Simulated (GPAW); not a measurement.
# TiAl3 (I4/mmm) in GPAW: notebook, part 3 of 3

GPAW 26.7.0. Earlier steps stand in the parts before.

### 5 Optical spectrum, PBE

This run uses another cell than the first one, of 15.95 Å³/atom, 1.063 times its volume.

File run.py:

```python
from ase import Atoms
from ase.dft.bandgap import bandgap
from ase.io import write
from gpaw import GPAW, PW
from gpaw.response.df import DielectricFunction

atoms = Atoms(['Ti', 'Al', 'Al', 'Al'],
              cell=[[-1.9237634764, 1.9237634764, 4.3090184209],
                    [1.9237634764, -1.9237634764, 4.3090184209],
                    [1.9237634764, 1.9237634764, -4.3090184209]],
              scaled_positions=[[0.0, 0.0, 0.0],
                                [0.25, 0.75, 0.5],
                                [0.75, 0.25, 0.5],
                                [0.5, 0.5, 0.0]],
              pbc=True)

calc = GPAW(mode=PW(400),
            xc='PBE',
            kpts={'size': (8, 8, 8), 'gamma': True},
            occupations={'name': 'fermi-dirac', 'width': 0.05},
            nbands=23,
            convergence={'density': 1e-06},
            maxiter=150,
            txt='gpaw.txt')
atoms.calc = calc
energy = atoms.get_potential_energy()
calc.write('gs.gpw')
write('result.traj', atoms)
print(f'Energy: {energy:.6f} eV')
print('Fermi level:', round(calc.get_fermi_level(), 4), 'eV')
print(f'Gap: {bandgap(calc)[0]:.4f} eV, direct: {bandgap(calc, direct=True)[0]:.4f} eV')

dense = calc.fixed_density(kpts={'size': (11, 11, 11), 'gamma': True},
                           nbands=57, convergence={'bands': 51, 'eigenstates': 1e-7},
                           update_fermi_level=True, txt='dense.txt')
dense.write('dense.gpw', mode='all')

df = DielectricFunction('dense.gpw', frequencies={'type': 'nonlinear', 'domega0': 0.05, 'omega2': 10},
                        eta=0.1, ecut=50, nbands=51, rate='eta', txt='df.txt')
for direction in ['x', 'z']:
    df.get_dielectric_function(xc='RPA', direction=direction, filename=f'df_{direction}.csv')
```

Potentials or basis: GPAW PAW data sets (gpaw-data 1.2.1), pw.

Run with:

```bash
> OMP_NUM_THREADS=1 python run.py
```

gpaw.txt:

```text
__  _  _
 | _ |_)|_||  |
 |__||  | ||/\| - 26.7.0

Input parameters:
  mode=PW(ecut=400.0),
  convergence={'density': 1e-06},
  kpts=MonkhorstPack(size=(8, 8, 8), gamma=True),
  maxiter=150,
  nbands=23,
  occupations=Occupations(name='fermi-dirac', width=0.05),
  xc=XC(name='PBE')

Diagonalizing LCAO Hamiltonian
Converting LCAO to pw mode

       Al
         Al

            Al

       Ti

Atoms  # Å, Bohr magnetons
|   | symbol |         x |        y |        z |    initial magnetic moments |
|---|--------|-----------|----------|----------|-----------------------------|
| 0 |     Ti |  0.000000 | 0.000000 | 0.000000 | ( 0.0000,  0.0000,  0.0000) |
| 1 |     Al |  1.923763 | 0.000000 | 2.154509 | ( 0.0000,  0.0000,  0.0000) |
| 2 |     Al | -0.000000 | 1.923763 | 2.154509 | ( 0.0000,  0.0000,  0.0000) |
| 3 |     Al |  0.000000 | 0.000000 | 4.309018 | ( 0.0000,  0.0000,  0.0000) |

Unit cell  # Å
| periodic |         x |         y |         z |  lengths |     angles |
|----------|-----------|-----------|-----------|----------|------------|
|      yes | -1.923763 |  1.923763 |  4.309018 | 5.096015 | 135.641745 |
|      yes |  1.923763 | -1.923763 |  4.309018 | 5.096015 | 135.641745 |
|      yes |  1.923763 |  1.923763 | -4.309018 | 5.096015 |  64.534693 |

Number of symmetries: 16
Symmetry operations  # r_c * U_cc + t_c -> r_c
|    | kind |            matrix            |
|----|------|------------------------------|
|  0 |  σ   |  1, 1, 1,  0, 0,-1,  0,-1, 0 |
|  1 |  C4  |  1, 1, 1,  0, 0,-1, -1, 0, 0 |
|  2 |  E   |  1, 0, 0,  0, 1, 0,  0, 0, 1 |
|  3 |  σ   |  1, 0, 0,  0, 1, 0, -1,-1,-1 |
|  4 |  σ   |  0, 1, 0,  1, 0, 0,  0, 0, 1 |
|  5 |  C2  |  0, 1, 0,  1, 0, 0, -1,-1,-1 |
|  6 |  C2  |  0, 0, 1, -1,-1,-1,  1, 0, 0 |
|  7 |  S4  |  0, 0, 1, -1,-1,-1,  0, 1, 0 |
|  8 |  C4  |  0, 0,-1,  1, 1, 1,  0,-1, 0 |
|  9 |  σ   |  0, 0,-1,  1, 1, 1, -1, 0, 0 |
| 10 |  σ   |  0,-1, 0, -1, 0, 0,  1, 1, 1 |
| 11 |  C2  |  0,-1, 0, -1, 0, 0,  0, 0,-1 |
| 12 |  C2  | -1, 0, 0,  0,-1, 0,  1, 1, 1 |
| 13 |  i   | -1, 0, 0,  0,-1, 0,  0, 0,-1 |
| 14 |  S4  | -1,-1,-1,  0, 0, 1,  1, 0, 0 |
| 15 |  C2  | -1,-1,-1,  0, 0, 1,  0, 1, 0 |

BZ-sampling:
  Number of BZ points: 512
  Number of IBZ points: 59

  Monkhorst-Pack size: [8, 8, 8]
  Monkhorst-Pack shift: [0.0625, 0.0625, 0.0625]

K-points  # in reciprocal-cell coordinates
|     |                                coordinates |     weight |
|-----|--------------------------------------------|------------|
|   0 | (  0.00000000,   0.00000000,   0.00000000) | 0.00195312 |
|   1 | (  0.12500000,  -0.12500000,   0.00000000) | 0.00781250 |
|   2 | (  0.12500000,  -0.12500000,   0.12500000) | 0.00781250 |
|   3 | (  0.12500000,   0.00000000,   0.00000000) | 0.01562500 |
|   4 | (  0.12500000,   0.12500000,  -0.12500000) | 0.00390625 |
|   5 | (  0.25000000,  -0.25000000,   0.00000000) | 0.00781250 |
|   6 | (  0.25000000,  -0.25000000,   0.12500000) | 0.01562500 |
|   7 | (  0.25000000,  -0.25000000,   0.25000000) | 0.00781250 |
|   8 | (  0.25000000,  -0.12500000,   0.00000000) | 0.03125000 |
|   9 | (  0.25000000,  -0.12500000,   0.12500000) | 0.01562500 |
| ... |                                            |            |
|  58 | (  0.50000000,   0.50000000,   0.50000000) | 0.00195312 |

Plane wave coefficients: 1179
Cutoff: 400.0 eV

Spin-components: 1 (collinear spins)
Bands:           23
Projectors:      21
Spin-degeneracy: 2
Datatype:        complex128

Parallelization:
  kpt:    1
  domain: 1
  band:   1

Density:
  Valence electrons: 21.0
  Components: 1
  Grid points: [24 24 24]
  Charge: 0.0  # |e|

Potential:
  Grid points: [24 24 24]

species:
  Ti:
    name:    Titanium
    Z:       22.0
    valence: 12
    core:    10
    charge:  0.0  # [|e|]
    compensation charges:
      type: gauss
      rc: 0.38  # [Å]
      lmax: 2
    cutoffs:
      filter: 2.23  # [Å]
      core: 1.02  # [Å]
    projectors
    | kind |    occ | energy [eV] | rcut [Å] |
    |------|--------|-------------|----------|
    |   3s |  2.000 |     -62.623 |    1.270 |
    |   4s |  2.000 |      -4.466 |    1.270 |
    |   3p |  6.000 |     -38.862 |    1.058 |
    |   4p |  0.000 |      -1.466 |    1.058 |
    |   3d |  2.000 |      -4.258 |    1.058 |
    |    d |        |      22.953 |    1.058 |

    Using partial waves for Ti as LCAO basis

  Al:
    name:    Aluminium
    Z:       13.0
    valence: 3
    core:    10
    charge:  0.0  # [|e|]
    compensation charges:
      type: gauss
      rc: 0.34  # [Å]
      lmax: 2
    cutoffs:
      filter: 1.91  # [Å]
      core: 2.36  # [Å]
    projectors
    | kind |    occ | energy [eV] | rcut [Å] |
    |------|--------|-------------|----------|
    |   3s |  2.000 |      -7.753 |    1.085 |
    |   3p |  1.000 |      -2.712 |    1.085 |
    |    s |        |      19.459 |    1.085 |
    |    p |        |      24.499 |    1.085 |
    |    d |        |       0.000 |    1.085 |

    Using partial waves for Al as LCAO basis

Reference energy: -43034.284076  # eV

eigensolver:
  PPCG
  Converge bands: occupied
  niter=2

density mixing:
  MSR1-Mixer
  Pratt-step length: 0.05
  Maximum mixing coefficient: 0.75
  Old densities: 10
  SVD Regularization: 0.005
  Good broyden scale: 1.0
  Trust region scale: 1.0
  Backstep threshold: 4.0
  History deletion threshold: 6.0
  Fourier metric: weight=20.0, sigma=0.015

occupation numbers:
  Fermi-Dirac:
    width: 0.0500  # eV

poisson solver:
  ecut: 3200.0  # eV

xc functional:
  name: PBE with 2 nearest neighbor stencil

convergence criteria:
- Maximum integral of absolute [dens]ity change: 1e-06 electrons / valence electron
- Maximum [total energy] change in last 3 cyles: 0.0005 eV / valence electron
- Maximum integral of absolute [eigenst]ate change: 4e-08 eV^2 / valence electron
maximum number of iterations: 150

SCF iterations
|iter     | |      energy | eigst |  dens |
|---------|-|-------------|-------|-------|
|iter:   1| |  -19.541598 | +0.01 |       |
|iter:   2| |  -19.502868 | -2.84 | -1.11 |
|iter:   3| |  -19.414263 | -2.47 | -1.15 |
|iter:   4| |  -19.407580 | -2.63 | -1.46 |
|iter:   5| |  -19.408965c| -3.64 | -2.13 |
|iter:   6| |  -19.408178c| -4.26 | -2.30 |
|iter:   7| |  -19.408195c| -5.59 | -3.26 |
|iter:   8| |  -19.408197c| -6.81 | -3.80 |
|iter:   9| |  -19.408198c| -7.78c| -4.80 |
|iter:  10| |  -19.408198c| -8.41c| -5.41 |
|iter:  11| |  -19.408198c| -9.07c| -6.15c|

Converged in 11 steps
Energy contributions relative to reference atoms: (reference = -43034.284076)

Energy contributions:
  Kinetic:          20.780583
  Coulomb:         -14.335520
  Zero:              0.028986
  External:          0.000000
  Xc:              -25.876466
  Entropy:          -0.011562
  Spinorbit:         0.000000
  ----------------------------
  Free energy:     -19.413979
  Extrapolated:    -19.408198

dipole moment: (-9.406682, -9.406682, -6.285566)  # |e|*Ang

Fermi level: 7.557
Eigenvalues  # (at kpt = [0.000, 0.000, 0.000])
| band index |      eig [eV] | occ [0-2] |
|------------|---------------|-----------|
|          0 |       -48.955 |     2.000 |
|        ... |               |           |
|          2 |       -25.276 |     2.000 |
|          3 |       -25.196 |     2.000 |
|          4 |        -2.480 |     2.000 |
|          5 |         4.701 |     2.000 |
|          6 |         4.937 |     2.000 |
|          7 |         6.175 |     2.000 |
[... 8 lines left out ...]
|         16 |        11.296 |     0.000 |
|         17 |        11.296 |     0.000 |
|        ... |               |           |
|         22 |        16.690 |     0.000 |

No gap
No difference between direct/indirect transitions
# Writing to gs.gpw (mode='')
```

It took 4.6 min on 1 thread of Arm Neoverse V2, shared host; peak memory 0.53 GiB.

What came out:

```yaml
Free_energy: -19.4140 eV
Band_gap_on_the_k_mesh: none (metal or under the smearing width)
```

Dielectric function (mean over the directions given):
```
energy (eV)  real part  imaginary part
       0.25    -101.40          151.26
       1.15      14.34           19.22
       2.18       7.09           27.94
       3.17       1.90           20.63
       4.16      -0.62           23.22
       5.16     -11.88           11.14
       6.15      -8.56            4.24
       7.12      -5.65            1.82
       8.16      -3.62            1.09
       9.18      -2.62            0.70
      10.06      -1.91            0.45
      11.09      -1.28            0.30
      12.08      -0.93            0.23
      13.00      -0.60            0.15
      14.10      -0.34            0.13
      15.13      -0.15            0.10
      16.21       0.02            0.08
      17.36       0.17            0.07
      18.58       0.28            0.06
      19.87       0.39            0.05
```

Caveat: the intraband term hangs on this k mesh; the long-wavelength limit can be off by several per cent where d states take part; spectra need much finer meshes, so this one isn't converged; independent-particle spectra lack excitons.

### 6 The runs side by side

```csv
cell,gap on the mesh (eV)
"I4/mmm, 15.01 Å³/atom",none
"I4/mmm, 15.32 Å³/atom",none
"I4/mmm, 15.63 Å³/atom",none
"I4/mmm, 15.95 Å³/atom",none
```

Alike in all rows: task optical spectrum; level PBE; potentials or basis GPAW PAW data sets (gpaw-data 1.2.1), pw; no spin polarisation; k mesh 8 × 8 × 8; cutoff (eV) 400; smearing fermi-dirac 0.05 eV.

Every run on the cell as given and a fine mesh finds a metal.

Caveats: the intraband term hangs on this k mesh; the long-wavelength limit can be off by several per cent where d states take part; spectra need much finer meshes, so this one isn't converged; independent-particle spectra lack excitons.

Total energies depend on the potentials used, so only differences within one code and one set of settings carry meaning.
